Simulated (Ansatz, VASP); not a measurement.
BaTe: VASP beside Ansatz

Contents of INCAR:

```
PREC = Accurate
ENCUT = 520
EDIFF = 1E-7
ISMEAR = 0
SIGMA = 0.05
LREAL = False
LASPH = True
NELM = 60
ALGO = Normal
ISIF = 2
LWAVE = False
LCHARG = True
GGA = PE
LELF = True
LVHAR = True
NBANDS = 15
```

KPOINTS

```
Automatic mesh
0
Gamma
  8 8 8
```

POSCAR

```
BaTe
1.0
    0.0000000000      3.8338876754      3.8338876754
    3.8338876754      0.0000000000      3.8338876754
    3.8338876754      3.8338876754      0.0000000000
Ba Te
1 1
Direct
    0.0000000000      0.0000000000      0.0000000000
    0.2500000000      0.2500000000      0.2500000000
```

Input for Ansatz:

```yaml
crystal:
  lattice:
    - [0.0, 3.8338876754, 3.8338876754]
    - [3.8338876754, 0.0, 3.8338876754]
    - [3.8338876754, 3.8338876754, 0.0]
  atoms:
    - { symbol: Ba, position: [0.0, 0.0, 0.0] }
    - { symbol: Te, position: [0.25, 0.25, 0.25] }
basis:
  ecutwfc: 420
  ecutrho_ratio: 4
kpoints:
  mp_grid: { grid: [8, 8, 8] }
hamiltonian:
  xc: pbe
scf:
  occupations: { method: gaussian, width: 0.05 }
output:
  forces: true
  stress: true
  eigenvalues: true
```

Alike in both runs: task single point; functional PBE; k mesh 8 × 8 × 8; occupations gaussian, width 0.05 eV; no spin polarisation.

|  | VASP | Ansatz |
| --- | --- | --- |
| version | VASP 6.6.1 | Ansatz 0.2.0 |
| potentials or method | VASP PAW PBE potentials, release 64 (Ba_sv, Te) | scalar-relativistic, plane waves, PAW |
| plane-wave cutoff (eV) | 520 | 420 |
| valence electrons in the cell | 16 | 26 |

|  | VASP | Ansatz | Ansatz less VASP |
| --- | --- | --- | --- |
| gap on the k mesh at the Fermi level (eV) | 2.66 | 2.64 | -0.016 |
| least direct gap on the mesh (eV) | 2.88 | 2.91 | +0.027 |
| pressure (GPa) | 1.6 | 1.3 | -0.26 |

The two sets of potentials don't hold the same shells in valence.

Caveats: spin-orbit coupling is left out, which moves the levels of the heavy elements. A k mesh can miss the band edges. PBE gaps usually lie below the measured ones, often by a third to a half.
